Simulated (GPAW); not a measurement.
# BaTiO3 (P4mm) in GPAW: notebook

One crystal, BaTiO3, is run at these levels: PBEsol, PBE, RPBE, GLLB-SC; tasks: dielectric tensor.

Everything below comes from runs of GPAW 26.7.0. Logs are shortened: lines on timing, memory, paths and dates and some standing lists are left out, and cuts for length are marked. The log counts tension as positive stress, the text compression.

### Step 1. The structure

Symmetry: P4mm, No. 99, tetragonal system. The conventional cell has a = 4.000 Å, b = 4.000 Å, c = 4.018 Å, α = 90.00°, β = 90.00°, γ = 90.00°. Around Ba (site symmetry 4mm) lie 12 O at 2.79 to 2.88 Å. Ti (site symmetry 4mm) has 6 O at 1.89 to 2.13 Å as nearest neighbours. Around O (site symmetry 2mm) lie 2 Ti at 2.00 Å. O (site symmetry 4mm) is surrounded by 2 Ti at 1.89 to 2.13 Å.

### Step 2. Dielectric tensor, PBEsol

Contents of run.py:

```python
import numpy as np
from ase import Atoms
from ase.dft.bandgap import bandgap
from ase.io import write
from gpaw import GPAW, PW, setup_paths
from gpaw.response.df import DielectricFunction

setup_paths.insert(0, '.')

atoms = Atoms(['Ba', 'Ti', 'O', 'O', 'O'],
              cell=[[3.9998, 0.0, 0.0],
                    [0.0, 3.9998, 0.0],
                    [0.0, 0.0, 4.018]],
              scaled_positions=[[0.0, 0.0, 0.0],
                                [0.5, 0.5, 0.49],
                                [0.0, 0.5, 0.517],
                                [0.5, 0.0, 0.517],
                                [0.5, 0.5, 0.019]],
              pbc=True)

calc = GPAW(mode=PW(650),
            xc='PBEsol',
            kpts={'size': (6, 6, 6), 'gamma': True},
            occupations={'name': 'fermi-dirac', 'width': 0.001},
            nbands=36,
            convergence={'density': 1e-06},
            maxiter=150,
            txt='gpaw.txt')
atoms.calc = calc
energy = atoms.get_potential_energy()
calc.write('gs.gpw')
write('result.traj', atoms)
print(f'Energy: {energy:.6f} eV')
print('Fermi level:', round(calc.get_fermi_level(), 4), 'eV')
print(f'Gap: {bandgap(calc)[0]:.4f} eV, direct: {bandgap(calc, direct=True)[0]:.4f} eV')

for size in [(7, 7, 7)]:
    name = 'x'.join(str(n) for n in size)
    dense = calc.fixed_density(kpts={'size': size, 'gamma': True},
                               nbands=66, convergence={'bands': 60, 'eigenstates': 1e-7},
                               update_fermi_level=True, txt=f'dense-{name}.txt')
    dense.write(f'{name}.gpw', mode='all')
    df = DielectricFunction(f'{name}.gpw', frequencies=np.array([0.0]), hilbert=False, eta=0.001,
                            ecut=80, nbands=60, intraband=False, txt=f'df-{name}.txt')
    for xc in ['RPA']:
        for direction in ['x', 'y', 'z', [0, 1, 1], [1, 0, 1], [1, 1, 0]]:
            e0, e = df.get_macroscopic_dielectric_constant(xc=xc, direction=direction)
            print(f'{name} {xc} {direction}: {e0:.4f} without, {e:.4f} with local fields')
```

Potentials or basis: PAW data sets generated in the run's folder for this functional, pw.

The run is started by

```
$ gpaw-setup -f PBEsol Ba O Ti
$ OMP_NUM_THREADS=1 python run.py
```

gpaw.txt:

```text
__  _  _
 | _ |_)|_||  |
 |__||  | ||/\| - 26.7.0

Input parameters:
  mode=PW(ecut=650.0),
  convergence={'density': 1e-06},
  kpts=MonkhorstPack(size=(6, 6, 6), gamma=True),
  maxiter=150,
  nbands=36,
  occupations=Occupations(name='fermi-dirac', width=0.001),
  xc=XC(name='PBEsol')

Diagonalizing LCAO Hamiltonian
Converting LCAO to pw mode
   .---------.
  /|         |
 * |         |
 |O|         |
 | |  OTi    |
 | .---------.
 |/    O    /
 Ba--------*

Atoms  # Å, Bohr magnetons
|   | symbol |        x |        y |        z |    initial magnetic moments |
|---|--------|----------|----------|----------|-----------------------------|
| 0 |     Ba | 0.000000 | 0.000000 | 0.000000 | ( 0.0000,  0.0000,  0.0000) |
| 1 |     Ti | 1.999900 | 1.999900 | 1.968820 | ( 0.0000,  0.0000,  0.0000) |
| 2 |      O | 0.000000 | 1.999900 | 2.077306 | ( 0.0000,  0.0000,  0.0000) |
| 3 |      O | 1.999900 | 0.000000 | 2.077306 | ( 0.0000,  0.0000,  0.0000) |
| 4 |      O | 1.999900 | 1.999900 | 0.076342 | ( 0.0000,  0.0000,  0.0000) |

Unit cell  # Å
| periodic |        x |        y |        z |  lengths |    angles |
|----------|----------|----------|----------|----------|-----------|
|      yes | 3.999800 | 0.000000 | 0.000000 | 3.999800 | 90.000000 |
|      yes | 0.000000 | 3.999800 | 0.000000 | 3.999800 | 90.000000 |
|      yes | 0.000000 | 0.000000 | 4.018000 | 4.018000 | 90.000000 |

Number of symmetries: 8
Symmetry operations  # r_c * U_cc + t_c -> r_c
|   | kind |            matrix            |
|---|------|------------------------------|
| 0 |  E   |  1, 0, 0,  0, 1, 0,  0, 0, 1 |
| 1 |  σ   |  1, 0, 0,  0,-1, 0,  0, 0, 1 |
| 2 |  σ   |  0, 1, 0,  1, 0, 0,  0, 0, 1 |
| 3 |  C4  |  0, 1, 0, -1, 0, 0,  0, 0, 1 |
| 4 |  C4  |  0,-1, 0,  1, 0, 0,  0, 0, 1 |
| 5 |  σ   |  0,-1, 0, -1, 0, 0,  0, 0, 1 |
| 6 |  σ   | -1, 0, 0,  0, 1, 0,  0, 0, 1 |
| 7 |  C2  | -1, 0, 0,  0,-1, 0,  0, 0, 1 |

BZ-sampling:
  Number of BZ points: 216
  Number of IBZ points: 40

  Monkhorst-Pack size: [6, 6, 6]
  Monkhorst-Pack shift: [0.08333333333333333, 0.08333333333333333, 0.08333333333333333]

K-points  # in reciprocal-cell coordinates
|     |                                coordinates |     weight |
|-----|--------------------------------------------|------------|
|   0 | (  0.00000000,   0.00000000,   0.00000000) | 0.00462963 |
|   1 | (  0.00000000,   0.00000000,   0.16666667) | 0.00925926 |
|   2 | (  0.00000000,   0.00000000,   0.33333333) | 0.00925926 |
|   3 | (  0.00000000,   0.00000000,   0.50000000) | 0.00462963 |
|   4 | (  0.16666667,   0.00000000,   0.00000000) | 0.01851852 |
|   5 | (  0.16666667,   0.00000000,   0.16666667) | 0.03703704 |
|   6 | (  0.16666667,   0.00000000,   0.33333333) | 0.03703704 |
|   7 | (  0.16666667,   0.00000000,   0.50000000) | 0.01851852 |
|   8 | (  0.16666667,   0.16666667,   0.00000000) | 0.01851852 |
|   9 | (  0.16666667,   0.16666667,   0.16666667) | 0.03703704 |
| ... |                                            |            |
|  39 | (  0.50000000,   0.50000000,   0.50000000) | 0.00462963 |

Plane wave coefficients: 2469
Cutoff: 650.0 eV

Spin-components: 1 (collinear spins)
Bands:           36
Projectors:      27
Spin-degeneracy: 2
Datatype:        complex128

Parallelization:
  kpt:    1
  domain: 1
  band:   1

Density:
  Valence electrons: 40.0
  Components: 1
  Grid points: [24 24 24]
  Charge: 0.0  # |e|

Potential:
  Grid points: [24 24 24]

species:
  Ba:
    name:    Barium
    Z:       56.0
    valence: 10
    core:    46
    charge:  0.0  # [|e|]
    compensation charges:
      type: gauss
      rc: 0.37  # [Å]
      lmax: 2
    cutoffs:
      filter: 2.06  # [Å]
      core: 2.33  # [Å]
    projectors
    | kind |    occ | energy [eV] | rcut [Å] |
    |------|--------|-------------|----------|
    |   5s |  2.000 |     -33.673 |    1.164 |
    |   6s |  2.000 |      -3.245 |    1.164 |
    |   5p |  6.000 |     -18.749 |    1.164 |
    |    p |        |       0.000 |    1.164 |
    |    d |        |       0.000 |    1.164 |
    |    d |        |      27.211 |    1.164 |

    Using partial waves for Ba as LCAO basis

  Ti:
    name:    Titanium
    Z:       22.0
    valence: 12
    core:    10
    charge:  0.0  # [|e|]
    compensation charges:
      type: gauss
      rc: 0.38  # [Å]
      lmax: 2
    cutoffs:
      filter: 2.23  # [Å]
      core: 1.02  # [Å]
    projectors
    | kind |    occ | energy [eV] | rcut [Å] |
    |------|--------|-------------|----------|
    |   3s |  2.000 |     -62.441 |    1.270 |
    |   4s |  2.000 |      -4.477 |    1.270 |
    |   3p |  6.000 |     -38.776 |    1.058 |
    |   4p |  0.000 |      -1.449 |    1.058 |
    |   3d |  2.000 |      -4.275 |    1.058 |
    |    d |        |      22.937 |    1.058 |

    Using partial waves for Ti as LCAO basis

  O:
    name:    Oxygen
    Z:       8.0
    valence: 6
    core:    2
    charge:  0.0  # [|e|]
    compensation charges:
      type: gauss
      rc: 0.21  # [Å]
      lmax: 2
    cutoffs:
      filter: 1.17  # [Å]
      core: 0.83  # [Å]
    projectors
    | kind |    occ | energy [eV] | rcut [Å] |
    |------|--------|-------------|----------|
    |   2s |  2.000 |     -23.808 |    0.688 |
    |   2p |  4.000 |      -8.972 |    0.598 |
    |    s |        |       3.404 |    0.688 |
    |    p |        |      18.239 |    0.598 |
    |    d |        |       0.000 |    0.619 |

    Using partial waves for O as LCAO basis

Reference energy: -250490.376484  # eV

eigensolver:
  PPCG
  Converge bands: occupied
  niter=2

density mixing:
  MSR1-Mixer
  Pratt-step length: 0.05
  Maximum mixing coefficient: 0.75
  Old densities: 10
  SVD Regularization: 0.005
  Good broyden scale: 1.0
  Trust region scale: 1.0
  Backstep threshold: 4.0
  History deletion threshold: 6.0
  Fourier metric: weight=20.0, sigma=0.015

occupation numbers:
  Fermi-Dirac:
    width: 0.0010  # eV

poisson solver:
  ecut: 5200.0  # eV

xc functional:
  name: PBEsol with 2 nearest neighbor stencil

convergence criteria:
- Maximum integral of absolute [dens]ity change: 1e-06 electrons / valence electron
- Maximum [total energy] change in last 3 cyles: 0.0005 eV / valence electron
- Maximum integral of absolute [eigenst]ate change: 4e-08 eV^2 / valence electron
maximum number of iterations: 150

SCF iterations
|iter     | |      energy | eigst |  dens |
|---------|-|-------------|-------|-------|
|iter:   1| |  -46.332519 | +0.17 |       |
|iter:   2| |  -44.754040 | -1.50 | -0.88 |
|iter:   3| |  -41.586919 | -0.99 | -0.96 |
|iter:   4| |  -41.405783 | -2.25 | -1.47 |
|iter:   5| |  -41.371624 | -2.91 | -1.65 |
|iter:   6| |  -41.372197 | -3.68 | -2.00 |
|iter:   7| |  -41.372171c| -4.49 | -2.74 |
|iter:   8| |  -41.372131c| -5.30 | -3.02 |
|iter:   9| |  -41.372132c| -6.50 | -3.57 |
|iter:  10| |  -41.372133c| -7.73c| -4.06 |
|iter:  11| |  -41.372133c| -8.52c| -5.11 |
|iter:  12| |  -41.372133c| -9.03c| -5.56 |
|iter:  13| |  -41.372133c|-10.06c| -6.27c|

Converged in 13 steps
Energy contributions relative to reference atoms: (reference = -250490.376484)

Energy contributions:
  Kinetic:          38.030217
  Coulomb:         -41.426794
  Zero:              0.707770
  External:          0.000000
  Xc:              -38.683325
  Entropy:          -0.000000
  Spinorbit:         0.000000
  ----------------------------
  Free energy:     -41.372133
  Extrapolated:    -41.372133

dipole moment: (-35.393779, -35.393779, -33.866996)  # |e|*Ang

Fermi level: 8.444
Eigenvalues  # (at kpt = [0.000, 0.000, 0.000])
| band index |      eig [eV] | occ [0-2] |
|------------|---------------|-----------|
|          0 |       -48.740 |     2.000 |
|        ... |               |           |
|         12 |         5.189 |     2.000 |
|         13 |         5.189 |     2.000 |
|         14 |         6.278 |     2.000 |
|         15 |         6.278 |     2.000 |
|         16 |         6.369 |     2.000 |
|         17 |         7.239 |     2.000 |
|         18 |         7.250 |     2.000 |
|         19 |         7.250 |     2.000 |
|         20 |         9.295 |     0.000 |
|         21 |         9.512 |     0.000 |
|         22 |         9.512 |     0.000 |
|         23 |        11.572 |     0.000 |
|         24 |        11.664 |     0.000 |
|         25 |        12.416 |     0.000 |
|         26 |        12.481 |     0.000 |
|         27 |        14.673 |     0.000 |
|        ... |               |           |
|         35 |        26.762 |     0.000 |

Gap: 1.764 eV
Transition (v -> c):
  (s=0, k=39, n=19, [0.50, 0.50, 0.50]) -> (s=0, k=0, n=20, [0.00, 0.00, 0.00])
Direct/indirect transitions are different
Direct gap: 2.045 eV
Transition at: (s=0, k=0, n=19, [0.00, 0.00, 0.00])
# Writing to gs.gpw (mode='')
```

Wall time 3.4 min (1 thread of Arm Neoverse V2, shared host); peak memory 0.59 GiB.

Results:

- Free energy: -41.3721 eV
- Band gap on the k mesh: 1.76 eV, indirect (least direct gap 2.04 eV)
- Electronic dielectric tensor (diagonal): 6.05, 6.05, 5.69

Electronic dielectric tensor:
```
6.05 0.00 0.00
0.00 6.05 0.00
0.00 0.00 5.69
```

Caveat: the long-wavelength limit can be off by several per cent where d states take part; spin-orbit coupling is left out, which moves the levels of the heavy elements; an odd mesh through Γ misses points on the zone boundary, where band edges often lie. A hybrid or GW would open this gap; PBEsol tends to underestimate it.

### Step 3. Dielectric tensor, PBE

Changes to run.py since step 2:

```diff
@@ -4,6 +4,4 @@
 from ase.io import write
-from gpaw import GPAW, PW, setup_paths
+from gpaw import GPAW, PW
 from gpaw.response.df import DielectricFunction
-
-setup_paths.insert(0, '.')
 
@@ -21,3 +19,3 @@
 calc = GPAW(mode=PW(650),
-            xc='PBEsol',
+            xc='PBE',
             kpts={'size': (6, 6, 6), 'gamma': True},
```

Potentials or basis: GPAW PAW data sets (gpaw-data 1.2.1), pw.

The run is started by

```
$ OMP_NUM_THREADS=1 python run.py
```

gpaw.txt:

```text
__  _  _
 | _ |_)|_||  |
 |__||  | ||/\| - 26.7.0

Input parameters:
  mode=PW(ecut=650.0),
  convergence={'density': 1e-06},
  kpts=MonkhorstPack(size=(6, 6, 6), gamma=True),
  maxiter=150,
  nbands=36,
  occupations=Occupations(name='fermi-dirac', width=0.001),
  xc=XC(name='PBE')

Diagonalizing LCAO Hamiltonian
Converting LCAO to pw mode
   .---------.
  /|         |
 * |         |
 |O|         |
 | |  OTi    |
 | .---------.
 |/    O    /
 Ba--------*

Atoms  # Å, Bohr magnetons
|   | symbol |        x |        y |        z |    initial magnetic moments |
|---|--------|----------|----------|----------|-----------------------------|
| 0 |     Ba | 0.000000 | 0.000000 | 0.000000 | ( 0.0000,  0.0000,  0.0000) |
| 1 |     Ti | 1.999900 | 1.999900 | 1.968820 | ( 0.0000,  0.0000,  0.0000) |
| 2 |      O | 0.000000 | 1.999900 | 2.077306 | ( 0.0000,  0.0000,  0.0000) |
| 3 |      O | 1.999900 | 0.000000 | 2.077306 | ( 0.0000,  0.0000,  0.0000) |
| 4 |      O | 1.999900 | 1.999900 | 0.076342 | ( 0.0000,  0.0000,  0.0000) |

Unit cell  # Å
| periodic |        x |        y |        z |  lengths |    angles |
|----------|----------|----------|----------|----------|-----------|
|      yes | 3.999800 | 0.000000 | 0.000000 | 3.999800 | 90.000000 |
|      yes | 0.000000 | 3.999800 | 0.000000 | 3.999800 | 90.000000 |
|      yes | 0.000000 | 0.000000 | 4.018000 | 4.018000 | 90.000000 |

Number of symmetries: 8
Symmetry operations  # r_c * U_cc + t_c -> r_c
|   | kind |            matrix            |
|---|------|------------------------------|
| 0 |  E   |  1, 0, 0,  0, 1, 0,  0, 0, 1 |
| 1 |  σ   |  1, 0, 0,  0,-1, 0,  0, 0, 1 |
| 2 |  σ   |  0, 1, 0,  1, 0, 0,  0, 0, 1 |
| 3 |  C4  |  0, 1, 0, -1, 0, 0,  0, 0, 1 |
| 4 |  C4  |  0,-1, 0,  1, 0, 0,  0, 0, 1 |
| 5 |  σ   |  0,-1, 0, -1, 0, 0,  0, 0, 1 |
| 6 |  σ   | -1, 0, 0,  0, 1, 0,  0, 0, 1 |
| 7 |  C2  | -1, 0, 0,  0,-1, 0,  0, 0, 1 |

BZ-sampling:
  Number of BZ points: 216
  Number of IBZ points: 40

  Monkhorst-Pack size: [6, 6, 6]
  Monkhorst-Pack shift: [0.08333333333333333, 0.08333333333333333, 0.08333333333333333]

K-points  # in reciprocal-cell coordinates
|     |                                coordinates |     weight |
|-----|--------------------------------------------|------------|
|   0 | (  0.00000000,   0.00000000,   0.00000000) | 0.00462963 |
|   1 | (  0.00000000,   0.00000000,   0.16666667) | 0.00925926 |
[... 80 lines left out ...]
    |   3d |  2.000 |      -4.258 |    1.058 |
    |    d |        |      22.953 |    1.058 |

    Using partial waves for Ti as LCAO basis

  O:
    name:    Oxygen
    Z:       8.0
    valence: 6
    core:    2
    charge:  0.0  # [|e|]
    compensation charges:
      type: gauss
      rc: 0.21  # [Å]
      lmax: 2
    cutoffs:
      filter: 1.17  # [Å]
      core: 0.83  # [Å]
    projectors
    | kind |    occ | energy [eV] | rcut [Å] |
    |------|--------|-------------|----------|
    |   2s |  2.000 |     -23.961 |    0.688 |
    |   2p |  4.000 |      -9.029 |    0.598 |
    |    s |        |       3.251 |    0.688 |
    |    p |        |      18.182 |    0.598 |
    |    d |        |       0.000 |    0.619 |

    Using partial waves for O as LCAO basis

Reference energy: -250624.413696  # eV

eigensolver:
  PPCG
  Converge bands: occupied
  niter=2

density mixing:
  MSR1-Mixer
  Pratt-step length: 0.05
  Maximum mixing coefficient: 0.75
  Old densities: 10
  SVD Regularization: 0.005
  Good broyden scale: 1.0
  Trust region scale: 1.0
  Backstep threshold: 4.0
  History deletion threshold: 6.0
  Fourier metric: weight=20.0, sigma=0.015

occupation numbers:
  Fermi-Dirac:
    width: 0.0010  # eV

poisson solver:
  ecut: 5200.0  # eV

xc functional:
  name: PBE with 2 nearest neighbor stencil

convergence criteria:
- Maximum integral of absolute [dens]ity change: 1e-06 electrons / valence electron
- Maximum [total energy] change in last 3 cyles: 0.0005 eV / valence electron
- Maximum integral of absolute [eigenst]ate change: 4e-08 eV^2 / valence electron
maximum number of iterations: 150

SCF iterations
|iter     | |      energy | eigst |  dens |
|---------|-|-------------|-------|-------|
|iter:   1| |  -44.705628 | +0.13 |       |
|iter:   2| |  -42.991098 | -1.52 | -0.87 |
|iter:   3| |  -39.630253 | -0.94 | -0.94 |
|iter:   4| |  -39.428424 | -2.15 | -1.45 |
|iter:   5| |  -39.393976 | -2.83 | -1.62 |
|iter:   6| |  -39.400416 | -3.44 | -1.96 |
|iter:   7| |  -39.400504c| -4.52 | -2.71 |
|iter:   8| |  -39.400488c| -5.19 | -2.99 |
|iter:   9| |  -39.400496c| -6.32 | -3.51 |
|iter:  10| |  -39.400498c| -7.46c| -3.99 |
|iter:  11| |  -39.400498c| -8.06c| -4.99 |
|iter:  12| |  -39.400498c| -8.55c| -5.43 |
|iter:  13| |  -39.400498c| -9.54c| -6.09c|

Converged in 13 steps
Energy contributions relative to reference atoms: (reference = -250624.413696)

Energy contributions:
  Kinetic:          44.433035
  Coulomb:         -46.723555
  Zero:              0.692101
  External:          0.000000
  Xc:              -37.802080
  Entropy:          -0.000000
  Spinorbit:         0.000000
  ----------------------------
  Free energy:     -39.400498
  Extrapolated:    -39.400498

dipole moment: (-35.425612, -35.425612, -33.892534)  # |e|*Ang

Fermi level: 8.555
Eigenvalues  # (at kpt = [0.000, 0.000, 0.000])
| band index |      eig [eV] | occ [0-2] |
|------------|---------------|-----------|
|          0 |       -48.863 |     2.000 |
|        ... |               |           |
|         12 |         5.356 |     2.000 |
|         13 |         5.356 |     2.000 |
|         14 |         6.442 |     2.000 |
|         15 |         6.442 |     2.000 |
|         16 |         6.533 |     2.000 |
|         17 |         7.381 |     2.000 |
[... 8 lines left out ...]
|         26 |        12.761 |     0.000 |
|         27 |        15.013 |     0.000 |
|        ... |               |           |
|         35 |        27.113 |     0.000 |

Gap: 1.812 eV
Transition (v -> c):
  (s=0, k=39, n=19, [0.50, 0.50, 0.50]) -> (s=0, k=0, n=20, [0.00, 0.00, 0.00])
Direct/indirect transitions are different
Direct gap: 2.093 eV
Transition at: (s=0, k=0, n=19, [0.00, 0.00, 0.00])
# Writing to gs.gpw (mode='')
```

It took 3.3 min on 1 thread of Arm Neoverse V2, shared host; peak memory 0.59 GiB.

Results:

```
Free energy                             : -39.4005 eV
Band gap on the k mesh                  : 1.81 eV, indirect (least direct gap 2.09 eV)
Electronic dielectric tensor (diagonal) : 5.93, 5.93, 5.58
```

Electronic dielectric tensor:
```
5.93 0.00 0.00
0.00 5.93 0.00
0.00 0.00 5.58
```

Caveat: the long-wavelength limit can be off by several per cent where d states take part; spin-orbit coupling is left out, which moves the levels of the heavy elements; an odd mesh through Γ misses points on the zone boundary, where band edges often lie.

(Part 1 of 2 ends here.)
